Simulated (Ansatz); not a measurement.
Crystal: HfO2.

```xyz
6
Lattice="3.5580 0.0000 0.0000 0.0000 3.5580 0.0000 0.0000 0.0000 5.1719" Properties=species:S:1:pos:R:3 pbc="T T T"
Hf    0.0000    0.0000    0.0000
Hf    1.7790    1.7790    2.5859
O     0.0000    1.7790    1.0199
O     1.7790    0.0000    1.5660
O     1.7790    0.0000    4.1519
O     0.0000    1.7790    3.6059
```

Measurements of this composition are mostly on another form, of space group No. 14.

```yaml
Program: Ansatz 0.2.0
Task: relaxation of cell and atoms
Functional: PBE
Potentials_or_basis: Ansatz PAW
Cutoff: "420 eV (not typed: the program's choice for these potentials)"
k_mesh: 8 × 8 × 5
Occupations: fermi-dirac, width 0.05 eV
Spin: no spin polarisation
Hubbard_terms: Hf d U = 3 eV
```

At the start: volume 10.91 Å³/atom.

Question: Where does the relaxation end?

Answer: It ends after 9 steps and the volume is 11.51 Å³/atom (+5.4 %); space group P4_2/nmc (No. 137, to 0.05 Å).

Step by step:
```csv
step,energy change (eV),largest force (eV/Å),volume (Å³)
1,0.0000,0.3487,65.47
2,-0.1300,0.0224,69.85
3,-0.1392,0.0511,69.15
4,-0.1417,0.0006,69.02
5,-0.1428,0.0031,68.82
6,-0.1428,0.0000,68.85
7,-0.1647,0.0023,68.85
8,-0.1641,0.0001,69.03
9,-0.1650,0.0002,69.03
```

Final structure:
```yaml
crystal:
  lattice:
    - [3.62505, 0.00000, 0.00000]
    - [0.00000, 3.62505, 0.00000]
    - [0.00000, 0.00000, 5.25310]
  atoms:
    - { symbol: Hf, position: [0.00000, 0.00000, 0.00000] }
    - { symbol: Hf, position: [0.50000, 0.50000, 0.50000] }
    - { symbol: O, position: [0.00000, 0.50000, 0.20029] }
    - { symbol: O, position: [0.50000, 0.00000, 0.29971] }
    - { symbol: O, position: [0.50000, 0.00000, 0.79971] }
    - { symbol: O, position: [0.00000, 0.50000, 0.70029] }
```

Caveat: the plane-wave basis is chosen anew once the cell has moved, so the energies of steps on either side of that aren't comparable; the pressure holds a Pulay correction of +0.8 GPa for the finite cutoff.
